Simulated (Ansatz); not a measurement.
Runs of Ansatz 0.2.0 on MnS. It takes space group F-43m (No. 216, cubic). Conventional cell: a = 4.947 Å, b = 4.947 Å, c = 4.947 Å, α = 90.00°, β = 90.00°, γ = 90.00°. Around Mn (site symmetry -43m) lie 4 S at 2.14 Å. Around S (site symmetry -43m) lie 4 Mn at 2.14 Å. The cell is a database's computed one.

```csv
task,level,cell,cutoff (eV),basis error allowed,gap on the mesh (eV),pressure (GPa),moment (μB),V0 of scaled cells (Å³/atom),B0 (GPa)
single point,PBE,"atoms moved at random, drawn with an rms of 0.05 Å",376,0.001 eV/atom,none,3.9,0.22,-,-
equation of state,PBE,as given,-,0.0005 eV/atom,-,-,-,(c),133
band structure,PBE,as given,344,0.001 eV/atom,-,3.0,0.23,-,-
equation of state,PBEsol,as given,-,0.001 eV/atom,-,-,-,14.82,151
band structure,LDA,as given,344,0.001 eV/atom,-,-6.9,0.14,-,-
single point,PBE,as given,344,0.001 eV/atom,none,3.0,0.23,-,-
equation of state,LDA,as given,-,0.001 eV/atom,-,-,-,(a),163
band structure,PBEsol,as given,344,0.001 eV/atom,-,(b),0.24,-,-
```

Alike in all rows: potentials or basis all-electron LAPW, scalar-relativistic; spin collinear, ferromagnetic start; k mesh 9 × 9 × 9; smearing fermi-dirac 0.05 eV.

**Question.** Estimate the missing entries.

**Answer.** (a) 14.43; (b) -3.0; (c) 15.46.

Caveats: the starting moments weren't kept; the moment fell far below its start of 4 μB, so a state of higher moment may lie lower in energy (some runs); semilocal functionals often make such compounds metallic where correlation or magnetic order opens a gap, which also shifts bond lengths (some runs).

A gap of «none» marks a metal or a gap under the smearing width.
